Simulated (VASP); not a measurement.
Method: PBE GGA, VASP's PBE PAW potentials (set 64) (plane waves; VASP).

VASP input:

KPOINTS:
```
Automatic mesh
0
G
 4 4 4
0 0 0
```

### INCAR
```
SYSTEM = InN
PREC = Accurate
ENCUT = 520
EDIFF = 1E-6
NELM = 100
ALGO = Normal
LREAL = .FALSE.
LASPH = .TRUE.
ISMEAR = 0
SIGMA = 0.05
GGA = PE
LMAXMIX = 4
LWAVE = .FALSE.
LCHARG = .FALSE.
ISIF = 2
```

File POSCAR:
```
InN
1
    0.0000000000     2.4900000000     2.4900000000
    2.4900000000     0.0000000000     2.4900000000
    2.4900000000     2.4900000000     0.0000000000
In N
1 1
Direct
  0.0000000000   0.0000000000   0.0000000000
  0.2500000000   0.2500000000   0.2500000000
```

POTCAR, in this order: In_d N (PBE.64 set). Program: vasp_std.

Output of the run:

### OUTCAR
```
 ion  position               nearest neighbor table
   1  0.000  0.000  0.000-   2 2.16   2 2.16   2 2.16   2 2.16
   2  0.250  0.250  0.250-   1 2.16   1 2.16   1 2.16   1 2.16
  LATTYP: Found a face centered cubic cell.
 ALAT       =     4.9800000000
 Subroutine PRICEL returns:
 Original cell was already a primitive cell.
 Subroutine GETGRP returns: Found 24 space group operations
The static configuration has the point symmetry T_d .
The dynamic configuration has the point symmetry T_d .
 Subroutine INISYM returns: Found 24 space group operations
 Subroutine IBZKPT returns following result:
 Found      8 irreducible k-points:

 Following reciprocal coordinates:
            Coordinates               Weight
  0.000000  0.000000  0.000000      1.000000
  0.250000  0.000000  0.000000      8.000000
  0.500000  0.000000  0.000000      4.000000
  0.250000  0.250000  0.000000      6.000000
  0.500000  0.250000  0.000000     24.000000
 -0.250000  0.250000  0.000000     12.000000
  0.500000  0.500000  0.000000      3.000000
 -0.250000  0.500000  0.250000      6.000000
   k-points           NKPTS =      8   k-points in BZ     NKDIM =      8   number of bands    NBANDS=     13
   number of dos      NEDOS =    301   number of ions     NIONS =      2
   total plane-waves  NPLWV =  21952
   dimension x,y,z NGX =    28 NGY =   28 NGZ =   28
   dimension x,y,z NGXF=    56 NGYF=   56 NGZF=   56
   ions per type =               1   1
   PREC   = accura    normal or accurate (medium, high low for compatibility)
   ISTART =      0    job   : 0-new  1-cont  2-samecut
   ICHARG =      2    charge: 1-file 2-atom 10-const
   ISPIN  =      1    spin polarized calculation?
   LNONCOLLINEAR =      F non collinear calculations
   LSORBIT =      F    spin-orbit coupling
   INIWAV =      1    electr: 0-lowe 1-rand  2-diag
   ENCUT  =  520.0 eV  38.22 Ry    6.18 a.u.   6.55  6.55  6.55*2*pi/ulx,y,z
   NELM   =    100;   NELMIN=  2; NELMDL= -5     # of ELM steps
   EDIFF  = 0.1E-05   stopping-criterion for ELM
   LREAL  =      F    real-space projection
   NLSPLINE    = F    spline interpolate recip. space projectors
   LMAXMIX     =    4 max onsite mixed and CHGCAR
   VOSKOWN=      0    Vosko Wilk Nusair interpolation
   EDIFFG = 0.1E-04   stopping-criterion for IOM
   NSW    =      0    number of steps for IOM
   NBLOCK =      1;   KBLOCK =      1    inner block; outer block
   IBRION =     -1    ionic relax: 0-MD 1-quasi-New 2-CG
   NFREE  =      0    steps in history (QN), initial steepest desc. (CG)
   ISIF   =      2    stress and relaxation
   ISYM   =      2    0-nonsym 1-usesym 2-fastsym
   TEIN   =    0.0    initial temperature
   TEBEG  =    0.0;   TEEND  =   0.0 temperature during run
   SMASS  =  -3.00    Nose mass-parameter (am)
   PSTRESS=    0.0 pullay stress
   NELECT =      18.0000    total number of electrons
   EFERMI =   0.00;   METHOD = LEGACY
   ISMEAR =     0;   SIGMA  =   0.05  broadening in eV -4-tet -1-fermi 0-gaus
   IALGO  =     38    algorithm
   LDIAG  =      T    sub-space diagonalisation (order eigenvalues)
   IMIX   =      4    mixing-type and parameters
     AMIX     =   0.40;   BMIX     =  1.00
     AMIX_MAG =   1.60;   BMIX_MAG =  1.00
     AMIN     =   0.10
   GGA     = PE    functional components
   VOSKOWN =     0    Vosko Wilk Nusair interpolation
   LHFCALC =     F    Hartree Fock is set to
   LHFONE  =     F    Hartree Fock one center treatment
   AEXX    =    0.0000 exact exchange contribution
   IVDW    =     0    specifies the selected vdW correction
   LEPSILON=     F    determine dielectric tensor
   LRPA    =     F    only Hartree local field effects (RPA)
  energy-cutoff  :      520.00
  volume of cell :       30.88
      direct lattice vectors                 reciprocal lattice vectors
...
```

OSZICAR:
```
       N       E                     dE             d eps       ncg     rms          rms(c)
DAV:   1     0.129866065160E+03    0.12987E+03   -0.92340E+03   208   0.185E+03
DAV:   2    -0.196481743099E+01   -0.13183E+03   -0.12594E+03   238   0.362E+02
DAV:   3    -0.126503328321E+02   -0.10686E+02   -0.10131E+02   248   0.109E+02
DAV:   4    -0.129332504899E+02   -0.28292E+00   -0.28278E+00   223   0.190E+01
DAV:   5    -0.129454799176E+02   -0.12229E-01   -0.12229E-01   291   0.380E+00    0.101E+01
DAV:   6    -0.106382579351E+02    0.23072E+01   -0.85446E+00   322   0.521E+01    0.572E+00
DAV:   7    -0.106203198535E+02    0.17938E-01   -0.55612E-01   223   0.932E+00    0.220E+00
DAV:   8    -0.106072109511E+02    0.13109E-01   -0.85870E-02   248   0.307E+00    0.625E-01
DAV:   9    -0.106037224541E+02    0.34885E-02   -0.82031E-03   332   0.185E+00    0.200E-01
DAV:  10    -0.106041584479E+02   -0.43599E-03   -0.14782E-03   208   0.348E-01    0.775E-02
DAV:  11    -0.106041915320E+02   -0.33084E-04   -0.44667E-05   258   0.735E-02    0.174E-02
DAV:  12    -0.106041911933E+02    0.33867E-06   -0.17238E-05   265   0.396E-02    0.924E-03
DAV:  13    -0.106041909342E+02    0.25909E-06   -0.17452E-06   175   0.269E-02
   1 F= -.10604191E+02 E0= -.10603588E+02  d E =-.120517E-02
```

OUTCAR:
```
------------------------ aborting loop because EDIFF is reached ----------------------------------------
  FORCE on cell =-STRESS in cart. coord.  units (eV):
  Direction    XX          YY          ZZ          XY          YZ          ZX
  --------------------------------------------------------------------------------------
  Total        1.1586090      1.1586090      1.1586090     -0.0000000     -0.0000000      0.0000000
  in kB       60.1200678     60.1200678     60.1200678     -0.0000000     -0.0000000      0.0000000
  external PRESSURE =      60.1200678 kB  Pullay stress =       0.0000000 kB
  volume of cell :       30.88
      direct lattice vectors                 reciprocal lattice vectors
     0.000000000  2.490000000  2.490000000    -0.200803213  0.200803213  0.200803213
     2.490000000  0.000000000  2.490000000     0.200803213 -0.200803213  0.200803213
     2.490000000  2.490000000  0.000000000     0.200803213  0.200803213 -0.200803213
 POSITION                                       TOTAL-FORCE (eV/Angst)
 -----------------------------------------------------------------------------------
      0.00000      0.00000      0.00000        -0.000000      0.000000     -0.000000
      1.24500      1.24500      1.24500         0.000000     -0.000000      0.000000
 -----------------------------------------------------------------------------------
    total drift:                               -0.000000     -0.000000     -0.000000
  FREE ENERGIE OF THE ION-ELECTRON SYSTEM (eV)
  ---------------------------------------------------
  free  energy   TOTEN  =       -10.6041909342 eV

  energy  without entropy=      -10.6029857598  energy(sigma->0) =      -10.60358835
```
(Selected blocks of OUTCAR.)

File OUTCAR:
```
 val. band max:        6.6061739241   @ k =   0.0000   0.0000   0.0000

 cond. band min:       8.7802600327   @ k =   0.2500   0.0000   0.0000


 Fermi energy:         6.6214021299

 k-point     1 :       0.0000    0.0000    0.0000
  band No.  band energies     occupation
      1      -8.0230      2.00000
      2      -6.8377      2.00000
      3      -6.8377      2.00000
      4      -6.8377      2.00000
      5      -6.4580      2.00000
      6      -6.4580      2.00000
      7       6.2030      2.00000
      8       6.6062      1.33334
      9       6.6062      1.33334
     10       6.6062      1.33333
     11      16.0532      0.00000
     12      16.0532      0.00000
     13      16.0532      0.00000

 k-point     2 :       0.2500    0.0000    0.0000
  band No.  band energies     occupation
      1      -8.1083      2.00000
      2      -6.7608      2.00000
      3      -6.7608      2.00000
      4      -6.4473      2.00000
      5      -6.4473      2.00000
      6      -6.0379      2.00000
      7       3.1452      2.00000
      8       6.1576      2.00000
      9       6.1576      2.00000
     10       8.7803      0.00000
     11      13.8684      0.00000
     12      16.3625      0.00000
     13      16.3625      0.00000

 k-point     3 :       0.5000    0.0000    0.0000
  band No.  band energies     occupation
      1      -8.2309      2.00000
      2      -6.7332      2.00000
      3      -6.7332      2.00000
      4      -6.3814      2.00000
      5      -6.3814      2.00000
      6      -4.7497      2.00000
      7       0.7350      2.00000
      8       5.7475      2.00000
      9       5.7475      2.00000
     10       9.7254      0.00000
     11      13.1278      0.00000
     12      16.0560      0.00000
     13      16.0560      0.00000

 k-point     4 :       0.2500    0.2500    0.0000
  band No.  band energies     occupation
      1      -8.1295      2.00000
      2      -6.6513      2.00000
      3      -6.6513      2.00000
...
```

Unless said otherwise, spin-orbit coupling is left out, though it shifts the bands of the heavy elements here.

The compound is InN in the zinc blende structure, a metastable form; wurtzite is the usual one. The cell was not relaxed at this level. The k-mesh is coarse (spacing up to 0.55 per Å, 2π included), so the numbers may not be converged in it. The run is one of a series of settings (KPOINTS 4×4×4 Γ-centred mesh against the base run), some of them coarse on purpose.
